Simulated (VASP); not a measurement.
# Tl, relaxation of the atoms: which settings are enough?

Tl, slab, 4 atoms in the cell. PBEsol; PAW potentials Tl_d (PBE set). VASP 6.6.1.

Wanted: energy within 10 meV/atom; shortest distances from each atom, periodic images included within 0.02 Å.

What the run is for: geometry; Accuracy asked: screening.

POSCAR:
```
Tl
1.0
    3.4559983565      0.0000000000      0.0000000000
   -1.7279991782      2.9929823722      0.0000000000
    0.0000000000      0.0000000000     23.2875000000
Tl
4
Selective dynamics
Direct
    0.6744730000      0.3334970000      0.3205430000  F F F
    0.3520090000      0.6774320000      0.4421930000  F F F
    0.6806450000      0.3510880000      0.5616210000  T T T
    0.3328220000      0.6534960000      0.6773140000  T T T
```

The series start from Plane-wave cutoff (eV): 310; k-point mesh: 6 × 6 × 1; Ionic threshold (EDIFFG): -0.01; Electronic threshold (eV): 1e-6; Precision mode (PREC): Accurate; Relaxation algorithm: IBRION=2; Electronic steps between moves: NELMIN=4 ALGO=Normal. Each series keeps the choices made before it, and each single choice may use up half of a tolerance.

## Plane-wave cutoff (eV)

| Plane-wave cutoff (eV) | Energy less reference (meV/atom) | Shortest distances from each atom, periodic images included, largest deviation (Å) | Time (s) |
|---|---|---|---|
| 210 | 21 | 0.007 | 68 |
| 240 | -4 | 0.001 | 84 |
| 270 | -9 | 0.001 | 98 |
| 310 | -4 | 0.001 | 139 |
| 380 | 0 | 0.001 | 145 |
| 480 (reference) | 0 | 0.000 | 233 |

Chosen: 310, the loosest value from which every tighter one stays within half of the tolerance.

## k-point mesh

| k-point mesh | Energy less reference (meV/atom) | Shortest distances from each atom, periodic images included, largest deviation (Å) | Time (s) |
|---|---|---|---|
| 4 × 4 × 1 | 31 | 0.144 | 73 |
| 5 × 5 × 1 | -5 | 0.131 | 58 |
| 6 × 6 × 1 | 9 | 0.057 | 139 |
| 8 × 8 × 1 | 12 | 0.094 | 172 |
| 10 × 10 × 1 (reference) | 0 | 0.000 | 132 |

Chosen: 10 × 10 × 1; the next looser run is off by more than half of the tolerance, so convergence isn't shown beyond this value.

## Ionic threshold (EDIFFG)

| Ionic threshold (EDIFFG) | Energy less reference (meV/atom) | Shortest distances from each atom, periodic images included, largest deviation (Å) | Time (s) |
|---|---|---|---|
| -0.1 | 2 | 0.076 | 53 |
| -0.05 | 0 | 0.040 | 109 |
| -0.02 | 0 | 0.014 | 141 |
| -0.01 | 0 | 0.018 | 132 |
| -0.005 | 0 | 0.011 | 173 |
| -0.002 (reference) | 0 | 0.000 | 325 |

Chosen: -0.002; the next looser run is off by more than half of the tolerance, so convergence isn't shown beyond this value.

## Electronic threshold (eV)

| Electronic threshold (eV) | Energy less reference (meV/atom) | Shortest distances from each atom, periodic images included, largest deviation (Å) | Time (s) |
|---|---|---|---|
| 0.0001 | 0 | 0.014 | 345 |
| 1e-5 | 0 | 0.013 | 175 |
| 1e-6 | 0 | 0.003 | 325 |
| 1e-7 (reference) | 0 | 0.000 | 382 |

Chosen: 1e-6.

## Precision mode (PREC)

| Precision mode (PREC) | Energy less reference (meV/atom) | Shortest distances from each atom, periodic images included, largest deviation (Å) | Time (s) |
|---|---|---|---|
| Normal | 0 | 0.009 | 179 |
| Accurate (reference) | 0 | 0.000 | 325 |

Chosen: Normal.

## Relaxation algorithm

| Relaxation algorithm | Energy less reference (meV/atom) | Shortest distances from each atom, periodic images included, largest deviation (Å) | Time (s) |
|---|---|---|---|
| IBRION=2 | 0 | 0.000 | 179 |
| IBRION=2 POTIM=0.2 | 0 | 0.003 | 184 |
| IBRION=2 POTIM=0.8 | 0 | 0.002 | 184 |
| IBRION=1 | 0 | 0.007 | 127 |
| IBRION=1 POTIM=0.2 | 0 | 0.005 | 256 |
| IBRION=1 POTIM=0.3 NFREE=9 | 0 | 0.003 | 338 |
| IBRION=3 POTIM=0.2 SMASS=0.4 | 0 | 0.004 | 295 |
| IBRION=3 POTIM=0.3 | 0 | 0.004 | 88 |

Chosen: IBRION=3 POTIM=0.3, the fastest of those that stay within half of the tolerance.

## Electronic steps between moves

| Electronic steps between moves | Energy less reference (meV/atom) | Shortest distances from each atom, periodic images included, largest deviation (Å) | Time (s) |
|---|---|---|---|
| NELMIN=4 ALGO=Normal | 0 | 0.000 | 88 |
| ALGO=Normal | 0 | 0.001 | 82 |
| NELMIN=4 MAXMIX=40 ALGO=Normal | 0 | 0.001 | 75 |
| NELMIN=4 ALGO=Fast | 0 | 0.004 | 129 |
| NELMIN=4 MAXMIX=40 ALGO=Fast | 0 | 0.004 | 119 |

Chosen: NELMIN=4 ALGO=Normal; no other choice that stays within half of the tolerance saves 30 % of the time.

## All choices together

| Input | Energy less reference (meV/atom) | Shortest distances from each atom, periodic images included, largest deviation (Å) | Time (s) |
|---|---|---|---|
| the program's defaults (naive) | -8 | 0.080 | 8.5 |
| chosen settings | -4 | 0.008 | 88 |
| reference settings throughout | 0 | 0.000 | 495 |

The chosen settings stay within the tolerance of the reference run, but the reference itself isn't shown to be converged in: k-point mesh, Ionic threshold (EDIFFG).

## The input

INCAR:
```
  GGA = PS
  LDIPOL = True
  IDIPOL = 3
  DIPOL = 0.5 0.5 0.500
  ISMEAR = 1
  SIGMA = 0.1
  LWAVE = False
  LCHARG = False
  ISIF = 0
  NSW = 120
  PREC = Normal
  LASPH = True
  LREAL = False
  ALGO = Normal
  EDIFF = 1E-6
  NELM = 120
  GGA_COMPAT = False
  IBRION = 3
  EDIFFG = -0.002
  NELMIN = 4
  ENCUT = 310
  NELMDL = -8
  KPAR = 8
  POTIM = 0.3
```

KPOINTS:
```
Automatic mesh
0
Gamma
  10 10 1
  0 0 0
```

Commands:
```
cat potpaw_PBE.64/Tl_d/POTCAR > POTCAR
mpirun -np 8 vasp_std > vasp.out
```

The chosen input took VASP 6.6.1 88 s on 8 cores (Intel Xeon Platinum 8375C @ 2.90GHz (Ice Lake)), a shared host.

## An input that fails: force threshold below the noise of the forces

It gives no converged result.

Changes against the starting input:
```
- NSW = 120
- PREC = Accurate
- EDIFF = 1e-06
- NELM = 120
- EDIFFG = -0.01
- NELMIN = 4
+ NSW = 30
+ PREC = Low
+ EDIFF = 0.001
+ NELM = 87
+ EDIFFG = -0.0001
```
